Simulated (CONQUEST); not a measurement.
# Ge under changes of volume

One of the cells (22.639 Å³/atom); the others are scaled copies at fixed shape and fractional positions:

```
Ge
1.0
     4.00068    0.00000    0.00000
     0.00000    4.00068    0.00000
     0.00000    0.00000    5.65782
Ge
4
Direct
  0.00000 0.50000 0.25000
  0.50000 0.00000 0.75000
  0.00000 0.00000 0.50000
  0.50000 0.50000 0.00000
```

| Item | Value |
| --- | --- |
| Program | CONQUEST 1.3 |
| Functional | PBE |
| Potentials or basis | PseudoDojo NC PBE, DZ, grid of 40 × 40 × 60 points |
| k mesh | 7 × 7 × 5 |
| Occupations | fermi-dirac, width 0.05 eV |
| Spin | no spin polarisation |

```tsv
volume (Å³/atom)	energy over the lowest point (meV/atom)	pressure (GPa)	gap on the mesh (eV)
21.281	?	?	?
21.733	50.47	7.6	0.28
22.186	31.53	5.8	none
22.639	17.22	4.4	none
23.092	7.17	2.8	none
23.545	1.22	1.2	none
23.997	0.00	-0.1	none
```

Q: What does the run at 21.281 Å³/atom give?

A: Energy over the lowest point 75.75 meV/atom; pressure 9.9 GPa; gap on the mesh 0.50 eV.

Worked out: A Birch-Murnaghan fit of order 3 (a polynomial in V^(-2/3)) to the other rows has its minimum at 23.92 Å³/atom with B0 = V·E''(V) = 80 GPa (rough, since the energies scatter). It gives 73.45 meV/atom at 21.281 Å³/atom, against the run's 75.75, and -dE/dV = 8.9 GPa, against 9.9.

Energies are extrapolated to zero smearing.

Caveats: the atomic basis is small; the basis of atomic orbitals isn't converged, which shifts pressures, moduli and gaps; the real-space grid breaks the cell's symmetry a little (some runs); an odd mesh through Γ misses points on the zone boundary, where band edges often lie (some runs). Spin-orbit coupling on Ge is left out.

A gap of «none» marks a metal or a gap under the smearing width.
